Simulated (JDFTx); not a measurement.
## MgS (Niningerite): equation of state with PBE

Crystal: MgS (Niningerite).

```
S Mg
1.0
     0.00000    2.60165    2.60165
     2.60165    0.00000    2.60165
     2.60165    2.60165    0.00000
S Mg
1 1
Direct
  0.50000 0.50000 0.50000
  0.00000 0.00000 0.00000
```

```json
{
 "Program": "JDFTx 1.7.0 (patched build)",
 "Task": "equation of state",
 "Functional": "PBE",
 "Potentials or basis": "PseudoDojo-SR-PBE-0.5-standard",
 "Cutoff": "1143 eV",
 "Density cutoff": "4572 eV",
 "k mesh": "9 × 9 × 9",
 "Occupations": "fermi-dirac, width 0.05 eV",
 "Spin": "no spin polarisation"
}
```

```json
{"Equilibrium volume": "17.90 Å³/atom", "Bulk modulus": "74 GPa", "Pressure derivative of the bulk modulus": "3.9"}
```

Energy against volume, from the lowest point:
```
volume (Å³/atom)  energy (meV/atom)
          16.553              26.41
          16.905              13.90
          17.257               5.55
          17.609               1.04
          17.962               0.00
          18.314               2.10
          18.666               7.04
```

 PBE usually gives volumes a little too large and moduli too small.
